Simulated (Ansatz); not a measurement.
# Zn (Im-3m) in Ansatz: settings compared

One crystal, Zn, is run at these levels: revPBE, BLYP, PBE; tasks: relaxation of cell and atoms, single point.

Program: Ansatz 0.2.0. These are calculated values, not measurements. Logs are shortened: lines on timing, memory, paths and dates and some standing lists are left out, and cuts for length are marked.

### Step 1. The crystal as given

Symmetry: Im-3m, No. 229, cubic system. The conventional cell has a = 3.138 Å, b = 3.138 Å, c = 3.138 Å, α = 90.00°, β = 90.00°, γ = 90.00°. Zn (site symmetry m-3m) has 8 Zn at 2.72 Å as nearest neighbours.

This isn't the form of Zn at room conditions, which is hcp.

### Step 2. Relaxation of cell and atoms, revPBE

Contents of input.yaml:

```yaml
crystal:
  lattice:
    - [-1.569037, 1.569037, 1.569037]
    - [1.569037, -1.569037, 1.569037]
    - [1.569037, 1.569037, -1.569037]
  atoms:
    - { symbol: Zn, position: [0.0, 0.0, 0.0] }
hamiltonian:
  xc: revpbe
  pseudopotentials: { kind: paw }
kpoints:
  mp_grid: { grid: [12, 12, 12] }
scf:
  occupations: { method: fermi_dirac, width: 0.05 }
output:
  forces: true
  stress: true
  eigenvalues: true
  write_density: true
  write_potential: true
  elf: true
  volumetric_format: npy
relax:
  f_tol: 0.01
  max_steps: 40
  cell: { stress_tol: 0.05 }
```

Potentials or basis: Ansatz PAW.

Started as:

```console
ansatz run input.yaml --threads 2 --pin off --max-ram 5632MiB --backend cpu --events-out ev --progress --plain --runs-dir out
```

Standard output:

```text
Warning: RAYON_NUM_THREADS=2 ignored (pool sized by the plan → 2); use --threads N
Engine: ansatz 0.2.0, aarch64-unknown-linux-gnu
Pseudopotentials: kind: paw
Pseudopotential: Zn, paw, valence charge 12, recommended cutoff 420 eV (normal), Zn.paw.azcp
Functional definition: revPBE
  parameter kappa = 1.245
  parameter beta = 0.06672455060314922
  exchange = pbe_x(kappa = kappa, mu = beta*pi^2/3)
  correlation = pbe_c(beta = beta)
Crystal: 1 atoms, lattice volume = 15.451 Å³
Basis set: ecut = 420 eV, 321 PW (Γ), exchange–correlation on 40×40×40 points (8 copies of the dense FFT grid, shifted against one another)
Bands: 10, of which v1, the nominal top of the filled ones, is band 6 counted from 1 (5 counted from 0)
Symmetry: 48 space group operations
Space group: Im-3m (ITA 229), of the structure as read, at distance tolerance 2.5e-5 Å
k-points: 72 of 1728
Non-local potential: Zn, projectors of the file, l = 0: 2, l = 1: 2, l = 2: 3, l = 3: 1
PAW form: soft (Blöchl's): semilocal exchange-correlation on the pseudo side does not see the compensation charge
PAW frozen core: Zn, regenerated for the run's functional, and the local potential with it (the file was generated under x = pbe(κ = 0.804, μ = 0.2195149727645171), c = pbe(β = 0.06672455060314922))
PAW one-centre angular grid: Zn, 590 points (default); XC on 64 Gauss nodes
Initial density: superposition of atomic densities (neutral atoms: chi_scale 0, normalization atom), corrected by the library's trained network
Initial wavefunctions: pseudopotential atomic-orbital guess
Functional: x = revpbe(κ = 1.245, μ = 0.2195149727645171), c = pbe(β = 0.06672455060314922)
SCF iter   1: F=—  HF=-3322.798836 eV  |F-HF|=—  |Δ(HF+E_count)|=         —  Δρ=7.17e-3  dr2=3.87e-3  ethr=1.77e-3  ⟨swp⟩=5.1  Hψ=4644  notcnv=0
preconditioner: auto → none  [metal: Δε(μ)=0.080 eV  Ē_g=17.205 eV  σ=0.050 eV  W_gap=0.38  n_scr=0 (ndim 8)  ℏωp=32.7 eV  f_vac=0.000  D(μ)=0.49/eV (n_scr^D=0)]
SCF iter   2: F=—  HF=-3322.798602 eV  |F-HF|=—  |Δ(HF+E_count)|=   2.34e-4  Δρ=4.45e-3  dr2=1.88e-3  ethr=3.22e-5  ⟨swp⟩=2.0  Hψ=1997  notcnv=0  defer=5
SCF iter   3: F=—  HF=-3322.797553 eV  |F-HF|=—  |Δ(HF+E_count)|=   1.05e-3  Δρ=4.89e-4  dr2=2.76e-5  ethr=1.57e-5  ⟨swp⟩=2.0  Hψ=1408  notcnv=0  defer=5
SCF iter   4: F=—  HF=-3322.797568 eV  |F-HF|=—  |Δ(HF+E_count)|=   1.52e-5  Δρ=5.28e-4  dr2=2.02e-5  ethr=2.30e-7  ⟨swp⟩=2.0  Hψ=1153  notcnv=0  defer=5
SCF iter   5: F=—  HF=-3322.797563 eV  |F-HF|=—  |Δ(HF+E_count)|=   5.68e-6  Δρ=1.90e-4  dr2=2.88e-6  ethr=1.68e-7  ⟨swp⟩=2.1  Hψ=1095  notcnv=0  defer=5
SCF iter   6: F=—  HF=-3322.797562 eV  |F-HF|=—  |Δ(HF+E_count)|=   7.90e-7  Δρ=8.07e-5  dr2=5.61e-7  ethr=2.40e-8  ⟨swp⟩=2.0  Hψ=1074  notcnv=0  defer=5
SCF iter   7: F=-3322.797562 eV  HF=-3322.797562 eV  |F-HF|=4.60e-8  |Δ(HF+E_count)|=   1.73e-7  Δρ=2.15e-5  dr2=4.05e-8  ethr=8.33e-10  ⟨swp⟩=5.7  Hψ=4024  notcnv=0
SCF 1 converged in 7 iterations: F = -3322.797562 eV  dr2 = 4.05e-8
relax step   1: F+E_penalty+E_count = -3322.79756169 eV  Δ(F+E_penalty+E_count) = +0.000e0 eV  max|allowed force component| = 0.000e0 eV/Å  Δτ_max = 0.0000 Å  P = +1.748 GPa  Ω = 15.451 Å³  (7 SCF iters, dr2 threshold 1.00e-7 eV, accepted)
Crystal: 1 atoms, lattice volume = 15.739 Å³
Initial density: handed on by an earlier stage of this run
Initial wavefunctions: those handed on with the density
iter 1 solved again at ethr=3.26e-6 eV; its pass at ethr=3.10e-3 eV (dr2=3.91e-4 eV) is discarded
SCF iter   1: F=—  HF=-3322.799586 eV  |F-HF|=—  |Δ(HF+E_count)|=         —  Δρ=1.76e-3  dr2=3.61e-4  ethr=3.26e-6  ⟨swp⟩=2.0  Hψ=6777  notcnv=0
preconditioner: auto → none  [insulator: Δε(μ)=0.119 eV  Ē_g=17.003 eV  σ=0.050 eV  W_gap=0.52  n_scr=0 (ndim 8)  ℏωp=32.4 eV  f_vac=0.000  D(μ)=0.44/eV (n_scr^D=0)  ε∞_Penn≈4.6]
SCF iter   2: F=—  HF=-3322.799509 eV  |F-HF|=—  |Δ(HF+E_count)|=   7.74e-5  Δρ=8.16e-4  dr2=4.18e-5  ethr=3.01e-6  ⟨swp⟩=2.0  Hψ=1117  notcnv=0
SCF iter   3: F=—  HF=-3322.799470 eV  |F-HF|=—  |Δ(HF+E_count)|=   3.88e-5  Δρ=2.13e-4  dr2=7.41e-6  ethr=3.48e-7  ⟨swp⟩=2.0  Hψ=1134  notcnv=0
SCF iter   4: F=—  HF=-3322.799468 eV  |F-HF|=—  |Δ(HF+E_count)|=   2.32e-6  Δρ=3.76e-5  dr2=1.13e-7  ethr=6.17e-8  ⟨swp⟩=2.0  Hψ=1084  notcnv=0
SCF iter   5: F=-3322.799468 eV  HF=-3322.799468 eV  |F-HF|=1.05e-11  |Δ(HF+E_count)|=   7.24e-8  Δρ=2.15e-6  dr2=5.64e-10  ethr=8.33e-10  ⟨swp⟩=8.5  Hψ=4996  notcnv=0
SCF 2 converged in 5 iterations: F = -3322.799468 eV  dr2 = 5.64e-10
relax step   2: F+E_penalty+E_count = -3322.79946807 eV  Δ(F+E_penalty+E_count) = -1.906e-3 eV  max|allowed force component| = 0.000e0 eV/Å  Δτ_max = 0.0000 Å  P = +0.630 GPa  Ω = 15.739 Å³  energy of the carried Pulay correction = -2.130e-4 eV  (5 SCF iters, dr2 threshold 1.00e-7 eV, accepted)
Crystal: 1 atoms, lattice volume = 15.906 Å³
iter 1 solved again at ethr=1.26e-6 eV; its pass at ethr=3.10e-3 eV (dr2=1.51e-4 eV) is discarded
SCF iter   1: F=—  HF=-3322.799724 eV  |F-HF|=—  |Δ(HF+E_count)|=         —  Δρ=9.67e-4  dr2=1.10e-4  ethr=1.26e-6  ⟨swp⟩=2.1  Hψ=6592  notcnv=0
preconditioner: auto → none  [insulator: Δε(μ)=0.143 eV  Ē_g=16.899 eV  σ=0.050 eV  W_gap=0.59  n_scr=0 (ndim 8)  ℏωp=32.3 eV  f_vac=0.000  D(μ)=0.42/eV (n_scr^D=0)  ε∞_Penn≈4.6]
SCF iter   2: F=—  HF=-3322.799701 eV  |F-HF|=—  |Δ(HF+E_count)|=   2.34e-5  Δρ=4.43e-4  dr2=1.24e-5  ethr=9.18e-7  ⟨swp⟩=2.0  Hψ=1106  notcnv=0
SCF iter   3: F=—  HF=-3322.799691 eV  |F-HF|=—  |Δ(HF+E_count)|=   1.04e-5  Δρ=1.18e-4  dr2=2.30e-6  ethr=1.03e-7  ⟨swp⟩=2.0  Hψ=1135  notcnv=0
SCF iter   4: F=-3322.799690 eV  HF=-3322.799690 eV  |F-HF|=1.32e-8  |Δ(HF+E_count)|=   6.93e-7  Δρ=2.13e-5  dr2=3.82e-8  ethr=8.33e-10  ⟨swp⟩=6.1  Hψ=4114  notcnv=0
SCF 3 converged in 4 iterations: F = -3322.799690 eV  dr2 = 3.82e-8
relax step   3: F+E_penalty+E_count = -3322.79968987 eV  Δ(F+E_penalty+E_count) = -2.218e-4 eV  max|allowed force component| = 0.000e0 eV/Å  Δτ_max = 0.0000 Å  P = +0.035 GPa  Ω = 15.906 Å³  energy of the carried Pulay correction = -3.349e-4 eV  (4 SCF iters, dr2 threshold 1.00e-7 eV, accepted)
Initial wavefunctions: pseudopotential atomic-orbital guess (no wavefunctions were taken with the density)
iter 1 solved again at ethr=1.27e-6 eV; its pass at ethr=3.10e-3 eV (dr2=1.53e-4 eV) is discarded
SCF iter   1: F=—  HF=-3322.799582 eV  |F-HF|=—  |Δ(HF+E_count)|=         —  Δρ=8.03e-4  dr2=2.32e-6  ethr=1.27e-6  ⟨swp⟩=2.2  Hψ=6281  notcnv=0
preconditioner: auto → none  [insulator: Δε(μ)=0.142 eV  Ē_g=16.886 eV  σ=0.050 eV  W_gap=0.58  n_scr=0 (ndim 8)  ℏωp=32.3 eV  f_vac=0.000  D(μ)=0.42/eV (n_scr^D=0)  ε∞_Penn≈4.6]
SCF iter   2: F=—  HF=-3322.799901 eV  |F-HF|=—  |Δ(HF+E_count)|=   3.18e-4  Δρ=4.09e-4  dr2=1.09e-6  ethr=1.93e-8  ⟨swp⟩=2.0  Hψ=1096  notcnv=0
SCF iter   3: F=—  HF=-3322.799999 eV  |F-HF|=—  |Δ(HF+E_count)|=   9.85e-5  Δρ=1.21e-4  dr2=4.08e-7  ethr=9.11e-9  ⟨swp⟩=2.0  Hψ=1137  notcnv=0
SCF iter   4: F=—  HF=-3322.800005 eV  |F-HF|=—  |Δ(HF+E_count)|=   6.25e-6  Δρ=2.14e-5  dr2=2.38e-9  ethr=3.40e-9  ⟨swp⟩=2.0  Hψ=1105  notcnv=0
SCF iter   5: F=—  HF=-3322.800006 eV  |F-HF|=—  |Δ(HF+E_count)|=   2.92e-7  Δρ=6.29e-7  dr2=5.36e-11  ethr=1.99e-11  ⟨swp⟩=2.2  Hψ=969  notcnv=0
SCF iter   6: F=-3322.800006 eV  HF=-3322.800006 eV  |F-HF|=1.27e-11  |Δ(HF+E_count)|=  2.50e-11  Δρ=1.81e-7  dr2=9.60e-13  ethr=1.00e-12  ⟨swp⟩=5.0  Hψ=2702  notcnv=0
SCF 4 converged in 6 iterations: F = -3322.800006 eV  dr2 = 9.60e-13
relax step   4: F+E_penalty+E_count = -3322.80000575 eV  Δ(F+E_penalty+E_count) = -3.159e-4 eV  max|allowed force component| = 0.000e0 eV/Å  Δτ_max = 0.0000 Å  P = +0.025 GPa  Ω = 15.906 Å³  stress off target by 2.47e-2 GPa  SCF on the basis re-selected at this cell (its energy is not comparable with the rows above)  (6 SCF iters)
basis re-selected at this cell: Δ(F+E_penalty+E_count) = -3.159e-4 eV, ΔP = -0.010 GPa vs the last step (what re-selecting the basis moved, of the pressure what is left beyond the Pulay correction that the steps carried, after the strain that the cell walked since its last selection, with what the two solves' SCF thresholds leave and, on support functions, any second-order correction that the steps lacked; it is no measure of the basis error at this ecutwfc). This SCF's stress stands 2.47e-2 GPa from its target on what of the cell is left free (relax.cell.stress_tol is 5.00e-2 GPa) and its largest allowed force component is 0.00e0 eV/Å (relax.f_tol is 1.00e-2 eV/Å): within both
SCF converged after 6 iterations
Free energy (F): -3322.800006 eV
Harris-Foulkes:  -3322.800006 eV  (|F-HF|=1.27e-11)
Internal energy: -3322.796545 eV  (E = F + TS)
E sigma→0 (E₀):  -3322.798275 eV
Entropy (-TS):   -0.003461 eV (-3.461 meV/atom)
Fermi energy:    10.544638 eV
--- Per-component energies (eV) ---
  E_band       = 44.104209
  E_kinetic    = 130.363629
  E_local      = -1560.416412  (includes V_loc(G=0)·N_el)
  E_nonlocal   = 611.200287
  E_hartree    = 653.584247
  E_xc         = -137.518450
  E_vxc        = -51.642247  (∫ρ·V_xc dr)
  E_paw        = -1829.182367  (= ΣΔE_a)
  E_vpaw       = -392.569153  (= ΣTr[D̂ρ^β])
  E_aug_tail   = -0.000365  (compensation charges beyond the density's cutoff)
  E_ewald      = -1190.770209
  E_core_change = -0.056904  (= ΣΔE_core)
  E_smearing   = -0.003461  (= −TS)
  E_closure    = 0.000000  (closes the sum)
  Σ components = -3322.800006   (vs F -3322.800006, Δ=0.00e0)
--- Forces (eV/Å), atoms counted from 1 ---
  atom   1  Zn    -0.00000000     0.00000000    -0.00000000
  max |Σ_I F_I| component: 1.40e-31 eV/Å
--- Stress (GPa, compression-positive) ---
        0.024720       0.000000       0.000000
        0.000000       0.024720       0.000000
       -0.000000      -0.000000       0.024720
  P = ⅓ Tr σ = 0.0247 GPa (0.247 kbar)
--- Band table (eV; the first three rows and the last of 72) ---
  k-point 0: bands = ["0.4774", "2.9235", "2.9235", "2.9235", "3.3946", "3.3946", "29.1348", "29.1348", "29.1348", "30.6534"]
  k-point 1: bands = ["0.6913", "2.9044", "2.9285", "2.9718", "3.3770", "3.3957", "26.4068", "27.7462", "28.2166", "29.3759"]
  k-point 2: bands = ["1.3047", "2.8524", "2.9580", "3.1063", "3.3433", "3.3994", "22.3214", "25.7700", "26.5084", "27.9409"]
  k-point 71: bands = ["2.4090", "2.4090", "3.6338", "3.6338", "3.6338", "14.7057", "14.7057", "14.7057", "17.7652", "18.9316"]
--- Relaxed structure (3 steps of the walk, 3 accepted, 1 SCFs on fresh bases) ---
  F+E_penalty+E_count = -3322.80000575 eV   max|allowed force component| = 0.000e0 eV/Å   (the final SCF, on the basis selected at the relaxed cell)
  cell:  # Å, volume = 15.9063 Å³
    - [-1.584295743374878, 1.584295743374878, 1.584295743374878]
    - [1.584295743374878, -1.584295743374878, 1.584295743374878]
    - [1.584295743374878, 1.584295743374878, -1.584295743374878]
  atoms:
    - { symbol: Zn, position: [0.0, 0.0, 0.0] }
```

Run time: 1.9 s. Hardware: 2 threads of Arm Neoverse V2, shared host; peak memory 0.27 GiB.

Results:

```
Free energy                            : -3322.8000 eV
Relaxed volume                         : 15.91 Å³/atom
Relaxed cell                           : a = 2.744 Å, b = 2.744 Å, c = 2.744 Å, α = 109.47°, β = 109.47°, γ = 109.47°
Space group after relaxing (to 0.05 Å) : Im-3m (No. 229)
Energy gained by relaxing              : 2.4 meV/atom
Ionic steps                            : 4
Pressure after relaxing                : 0.0 GPa
Band gap on the k mesh                 : none (metal or under the smearing width)
```

Step by step:
```tsv
step	energy change (eV)	largest force (eV/Å)	volume (Å³)
1	0.0000	0.0000	15.45
2	-0.0019	0.0000	15.74
3	-0.0021	0.0000	15.91
4	-0.0024	0.0000	15.91
```

Final structure:
```xyz
1
Lattice="-1.5843 1.5843 1.5843 1.5843 -1.5843 1.5843 1.5843 1.5843 -1.5843" Properties=species:S:1:pos:R:3 pbc="T T T"
Zn    0.0000    0.0000    0.0000
```

Caveat: the plane-wave basis is chosen anew once the cell has moved, so the energies of steps on either side of that aren't comparable; the PAW data sets come from PBE, with cores solved anew for the run's functional, which leaves a small shift of forces and pressure.

(Continued in part 2 of 2.)
